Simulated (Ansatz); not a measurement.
# Band table of WS₂

```yaml
crystal:
  lattice:
    - [1.60997, 0.92952, 6.28421]
    - [-1.60997, 0.92952, 6.28421]
    - [0.00000, -1.85903, 6.28421]
  atoms:
    - { symbol: W, position: [0.00000, 0.00000, 0.00000] }
    - { symbol: S, position: [0.75030, 0.75030, 0.75030] }
    - { symbol: S, position: [0.58100, 0.58100, 0.58100] }
```

Atom numbers follow the list: W1, S2, S3.

The cell is COD entry 9012192, as deposited and not checked against the literature; nothing was relaxed. The listed cell was then made from it by scaling, straining or moving an atom.

No spin–orbit coupling, which matters for the heavy atoms here.

Theory: Ansatz 0.2.0, DFT, PBEsol, all-electron LAPW, scalar-relativistic.

Settings: a Γ-centred 15×15×15 k mesh, Fermi–Dirac smearing of 0.03 eV, basis error target 1 meV/atom, no spin polarisation.

Path points, in fractions of the reciprocal vectors: Γ (0.000, 0.000, 0.000), T (0.500, 0.500, 0.500), H2 (0.819, 0.181, 0.500), H0 (0.500, -0.181, 0.181), L (0.500, 0.000, 0.000), S0 (0.341, -0.341, 0.000), S2 (0.659, 0.000, 0.341), F (0.500, 0.000, 0.500). Levels in eV from the valence-band top; bands 25 to 38, counted from the lowest band of the run. The gap is 1.06 eV.

```
# k(1/Å) point b25 b26 b27 b28 b29 b30 b31 b32 b33 b34 b35 b36 b37 b38
0.000 Γ -15.18 -13.39 -7.25 -3.28 -3.28 -2.13 -2.13 -1.48 -1.05 2.11 2.11 2.39 2.39 4.34
0.100 - -15.17 -13.42 -7.18 -3.28 -3.28 -2.12 -2.12 -1.86 -0.75 2.11 2.11 2.38 2.38 4.38
0.200 - -15.12 -13.51 -6.97 -3.28 -3.28 -2.43 -2.12 -2.12 -0.41 2.13 2.13 2.35 2.35 4.47
0.300 - -15.06 -13.63 -6.68 -3.29 -3.29 -2.99 -2.11 -2.11 -0.18 2.15 2.15 2.32 2.32 4.58
0.400 - -15.00 -13.72 -6.41 -3.43 -3.29 -3.29 -2.10 -2.10 -0.04 2.18 2.18 2.28 2.28 4.67
0.500 T -14.97 -13.76 -6.29 -3.61 -3.29 -3.29 -2.10 -2.10 0.00 2.19 2.19 2.26 2.26 4.70
0.749 - -14.79 -13.68 -6.06 -3.89 -3.77 -3.12 -2.43 -2.08 -0.35 1.98 2.08 2.18 2.59 5.52
0.998 - -14.28 -13.45 -5.50 -4.77 -4.35 -3.40 -2.77 -2.05 -1.13 1.64 1.98 2.29 3.35 6.87
1.246 - -13.60 -13.13 -5.73 -4.90 -4.75 -4.28 -3.05 -2.19 -1.44 1.75 2.24 2.43 3.97 6.39
1.495 - -13.02 -12.82 -6.07 -5.69 -4.52 -4.25 -3.92 -2.51 -1.11 1.94 2.51 2.81 4.23 5.86
1.744 H2 -12.79 -12.65 -6.12 -5.81 -4.90 -4.42 -3.84 -2.88 -0.59 1.22 2.50 3.32 4.51 5.89
1.813 - -12.79 -12.64 -6.13 -5.80 -4.93 -4.42 -3.81 -2.90 -0.58 1.20 2.50 3.31 4.52 5.79
1.883 - -12.79 -12.64 -6.13 -5.80 -4.94 -4.42 -3.79 -2.91 -0.57 1.19 2.50 3.29 4.54 5.70
1.952 - -12.79 -12.64 -6.13 -5.80 -4.94 -4.42 -3.79 -2.91 -0.57 1.19 2.50 3.29 4.54 5.70
2.022 - -12.79 -12.64 -6.13 -5.80 -4.93 -4.42 -3.81 -2.90 -0.58 1.20 2.50 3.31 4.52 5.79
2.091 H0 -12.79 -12.65 -6.12 -5.81 -4.90 -4.42 -3.84 -2.88 -0.59 1.22 2.50 3.32 4.51 5.89
2.233 - -12.82 -12.63 -6.10 -5.93 -4.93 -4.30 -3.72 -2.90 -0.64 1.26 2.49 3.15 4.50 5.53
2.374 - -12.90 -12.66 -6.31 -5.95 -4.89 -3.84 -3.68 -2.73 -0.88 1.58 2.60 2.92 4.29 5.12
2.516 - -13.01 -12.70 -6.65 -5.75 -4.93 -3.87 -2.95 -2.56 -1.10 1.89 2.61 3.02 3.96 4.69
2.657 - -13.09 -12.74 -6.88 -5.60 -4.97 -3.89 -2.47 -2.20 -1.31 2.09 2.50 3.41 3.64 4.36
2.799 L -13.12 -12.75 -6.96 -5.55 -4.99 -3.88 -2.44 -1.73 -1.57 2.16 2.46 3.46 3.67 4.23
3.027 - -13.38 -12.83 -6.67 -5.34 -4.97 -3.76 -2.36 -1.85 -1.73 2.03 2.05 3.38 3.61 5.05
3.254 - -13.97 -13.00 -6.18 -5.23 -4.51 -3.42 -2.21 -2.07 -1.66 1.49 1.90 3.01 3.40 6.07
3.482 - -14.59 -13.20 -6.53 -4.57 -3.61 -2.93 -2.68 -1.61 -1.21 1.35 1.99 2.44 2.96 6.16
3.710 - -15.02 -13.34 -7.05 -3.69 -3.13 -2.69 -2.37 -1.37 -1.00 1.86 2.14 2.19 2.45 5.06
3.938 Γ -15.18 -13.39 -7.25 -3.28 -3.28 -2.13 -2.13 -1.48 -1.05 2.11 2.11 2.39 2.39 4.34
4.204 - -14.97 -13.31 -6.98 -3.82 -3.08 -2.81 -2.50 -1.31 -1.04 1.74 2.10 2.16 2.57 5.29
4.469 - -14.38 -13.11 -6.33 -4.84 -3.79 -3.41 -2.68 -1.53 -1.29 1.13 1.93 2.34 3.43 6.73
4.735 - -13.62 -12.86 -6.06 -5.11 -5.00 -3.81 -3.11 -2.04 -1.33 1.10 2.30 2.71 4.05 6.87
5.001 - -12.99 -12.67 -6.16 -5.88 -4.71 -4.09 -3.76 -2.66 -0.95 1.48 2.57 2.69 4.46 5.98
5.267 S0 -12.79 -12.64 -6.13 -5.80 -4.94 -4.42 -3.78 -2.91 -0.57 1.19 2.51 3.29 4.54 5.69
5.334 - -12.79 -12.64 -6.13 -5.80 -4.95 -4.42 -3.78 -2.91 -0.57 1.18 2.50 3.29 4.54 5.72
5.402 - -12.79 -12.64 -6.13 -5.79 -4.96 -4.41 -3.79 -2.91 -0.57 1.18 2.49 3.29 4.53 5.77
5.469 - -12.79 -12.64 -6.13 -5.79 -4.96 -4.41 -3.79 -2.91 -0.57 1.18 2.49 3.29 4.53 5.77
5.537 - -12.79 -12.64 -6.13 -5.80 -4.95 -4.42 -3.78 -2.91 -0.57 1.18 2.50 3.29 4.54 5.72
5.604 S2 -12.79 -12.64 -6.13 -5.80 -4.94 -4.42 -3.78 -2.91 -0.57 1.19 2.51 3.29 4.54 5.69
5.728 - -12.82 -12.68 -6.07 -5.99 -4.67 -4.32 -3.91 -2.87 -0.69 1.40 2.62 3.30 4.29 6.01
5.853 - -12.89 -12.74 -6.33 -5.93 -4.60 -3.99 -3.74 -2.83 -0.87 1.74 2.80 3.18 3.92 5.77
5.977 - -12.96 -12.80 -6.60 -5.81 -4.64 -3.97 -3.02 -2.84 -1.03 2.01 2.70 3.40 3.57 5.31
6.102 - -13.02 -12.84 -6.77 -5.74 -4.68 -3.87 -2.94 -2.30 -1.23 2.12 2.58 3.19 3.88 4.94
6.226 F -13.04 -12.85 -6.83 -5.71 -4.70 -3.80 -2.98 -1.91 -1.42 2.12 2.56 3.08 4.10 4.80
```
